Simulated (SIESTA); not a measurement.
**HfO2 under changes of volume**

One of the cells (11.152 Å³/atom); the others are scaled copies at fixed shape and fractional positions:

```
CELL_PARAMETERS angstrom
3.64611 0.00000 0.00000
1.91037 3.13050 0.00000
1.86268 1.09820 2.93113
ATOMIC_POSITIONS crystal
Hf 0.00000 0.00000 0.00000
O 0.75000 0.75000 0.75000
O 0.25000 0.25000 0.25000
```

* Program: SIESTA 5.4.2
* Functional: PBEGcGxHEG
* Potentials or basis: PseudoDojo 0.4 standard (PBE files, fully relativistic)
* Basis: SZP (energy shift 0.002 Ry)
* Grid cutoff: 800 Ry
* Energy shift: 0.002 Ry
* k mesh: 7 × 7 × 7
* Occupations: fermi-dirac, width 0.05 eV
* Spin: non-collinear spin, random start, spin-orbit coupling
* Starting moments: [[0.223, 0.362, 0.148], [0.0, 0.0, -0.0], [-0.0, -0.0, 0.0]] μB

```tsv
volume (Å³/atom)	energy over the lowest point (meV/atom)	gap on the mesh (eV)	largest force (eV/Å)
10.483	5.73	2.93	0.337
10.706	0.00	2.91	0.299
10.929	2.11	2.88	0.260
11.152	11.02	2.85	0.224
11.375	26.13	2.82	0.193
11.598	46.87	2.79	0.161
11.821	?	?	?
```

Task: What does the run at 11.821 Å³/atom give?

Result: Energy over the lowest point 72.56 meV/atom; gap on the mesh 2.76 eV; largest force 0.132 eV/Å.

Worked out: A Birch-Murnaghan fit of order 3 (a polynomial in V^(-2/3)) to the other rows has its minimum at 10.76 Å³/atom with B0 = V·E''(V) = 261 GPa and B' = 4.3 at fixed shape and positions, which overstates the stiffness. It gives 72.55 meV/atom at 11.821 Å³/atom, against the run's 72.56. A straight line through the other rows of the gap, of slope -1.41 eV per unit of ln V, extrapolates to 2.77 eV, against the run's 2.76.

Energies are extrapolated to zero smearing.

Caveats: short orbitals over semicore shells can move pressures by several GPa; with moments that point in different directions the gradient correction is approximate, so stress is left out; the potentials were made for another functional, which shifts forces and pressure; an odd mesh through Γ misses points on the zone boundary, where band edges often lie; the basis of atomic orbitals isn't converged, which shifts pressures, moduli and gaps.
